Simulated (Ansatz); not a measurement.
Phases of Zr at 350 GPa

Structure types of Zr are relaxed in primitive cells with their symmetry kept at 350 GPa, first on PAW files, then by LAPW. The enthalpy is E + pV at zero temperature, without zero-point motion. Only the types listed were tried, and differences under about 5 meV/atom are mesh noise. Not among the end structures: fcc, bcc, which may lie lower.

All numbers are PBE results (scalar-relativistic) from Ansatz 0.2.0, with Fermi–Dirac smearing of 0.1 eV, no spin polarisation. Methods: LAPW: all electrons, basis error target 0.5 meV/atom; PAW: frozen-core files, cutoff 420 eV.

k meshes: hcp 18×18×10, sc 17×17×17, diamond 14×14×14, beta tin 19×19×19.

Q: Order the types by LAPW enthalpy, lowest first.
A. diamond
B. hcp
C. sc
D. beta tin

A: B (0 meV/atom), D (840 meV/atom), C (1819 meV/atom), A (6517 meV/atom).

| start type | ends as | a, b, c (Å) | V (Å³/atom) | H − H(lowest), LAPW (meV/atom) | same, PAW |
| --- | --- | --- | --- | --- | --- |
| hcp | hcp, P6_3/mmc | 2.339, 2.339, 4.092 | 9.69 | 0.0 | 0.0 |
| sc | sc, Pm-3m | 2.171, 2.171, 2.171 | 10.23 | 1819.3 | 1818.4 |
| diamond | diamond, Fd-3m | 4.513, 4.513, 4.513 | 11.49 | 6517.3 | 6497.0 |
| beta tin | beta tin, I4_1/amd | 4.165, 4.165, 2.309 | 10.01 | 839.8 | 838.8 |

Q: Split the lead of hcp over beta tin into energy and pV.

A: For beta tin less hcp: ΔE = +136.6 meV/atom, and p·ΔV = 350 GPa × +0.3219 Å³ × 6.242 meV/(GPa·Å³) = +703.2 meV/atom, together 839.8 meV/atom. hcp wins on both counts.
